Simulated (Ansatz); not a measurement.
Before relaxation, (100) slab as cut from the bulk (ZnSe, F-43m (No. 216), (1 0 0) face):

```xyz
7
Lattice="4.0064 0.0000 0.0000 0.0000 4.0064 0.0000 0.0000 0.0000 23.4988" Properties=species:S:1:pos:R:3 pbc="T T T"
Zn    2.0032    2.0032    7.5000
Se    2.0032    0.0000    8.9165
Zn    0.0000    0.0000   10.3329
Se    0.0000    2.0032   11.7494
Zn    2.0032    2.0032   13.1659
Se    2.0032    0.0000   14.5824
Zn    0.0000    0.0000   15.9988
```

Theory: DFT r2SCAN, scalar-relativistic, plane waves, PAW in Ansatz. Cutoff 500 eV; k points 7×7×1 on the computed 7-atom cell (Γ-centred); Gaussian smearing, width 0.05 eV; no spin polarisation. The cell repeats along c with a dipole correction in the vacuum.

All atoms are free. The cell is fixed. Force threshold 0.02 eV/Å.

Task: Where does it end?

Result: The energy falls by 0.018 eV in 3 steps, to:

```xyz
7
Lattice="4.0064 0.0000 0.0000 0.0000 4.0064 0.0000 0.0000 0.0000 23.4988" Properties=species:S:1:pos:R:3 pbc="T T T"
Zn    2.0032    2.0032    7.4099
Se    2.0032    0.0000    8.8745
Zn    0.0000    0.0000   10.3258
Se    0.0000    2.0032   11.7494
Zn    2.0032    2.0032   13.1731
Se    2.0032    0.0000   14.6244
Zn    0.0000    0.0000   16.0890
```

Cost: 1 run of about 4.9 core-minutes, on Intel Xeon Processor @ 2.70GHz (shared hosts).